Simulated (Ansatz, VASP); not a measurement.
Pt: VASP beside Ansatz

```
CELL_PARAMETERS angstrom
2.77469 0.00000 0.00000
1.38734 2.40295 0.00000
0.00000 0.00000 28.59313
ATOMIC_POSITIONS crystal
Pt 0.00000 0.00000 0.25591
Pt 0.33333 0.33333 0.33793
Pt 0.66667 0.66667 0.41898
Pt 0.00000 0.00000 0.50000
Pt 0.33333 0.33333 0.58102
Pt 0.66667 0.66667 0.66207
Pt 0.00000 0.00000 0.74409
```

Alike in both runs: functional PBE; k mesh 16 × 16 × 1; occupations gaussian, width 0.1 eV; no spin polarisation.

Ansatz relaxed the structure, and its values are those at the end. VASP's run is a single point on that final structure, the one shown.

|  | VASP | Ansatz |
| --- | --- | --- |
| version | VASP 6.6.1 | Ansatz 0.2.0 |
| potentials or method | VASP PAW PBE potentials, release 64 (Pt) | scalar-relativistic, plane waves, PAW |
| plane-wave cutoff (eV) | 520 | 420 |
| valence electrons in the cell | 70 | 126 |

Ansatz gave:

* gap on the k mesh at the Fermi level (eV): none
* rms of the force components (eV/Å): 0.000

What did VASP give for the same quantities?

gap on the k mesh at the Fermi level (eV): none; rms of the force components (eV/Å): 0.007.

A gap of «none» marks a metal or a gap that the smearing closes. The functional is the same, so the differences come from potentials, cutoffs and numerics. The two sets of potentials don't hold the same shells in valence. Ansatz warned: «gradients_without_spin_orbit».

Spin-orbit coupling is left out, which matters for the levels of Pt.
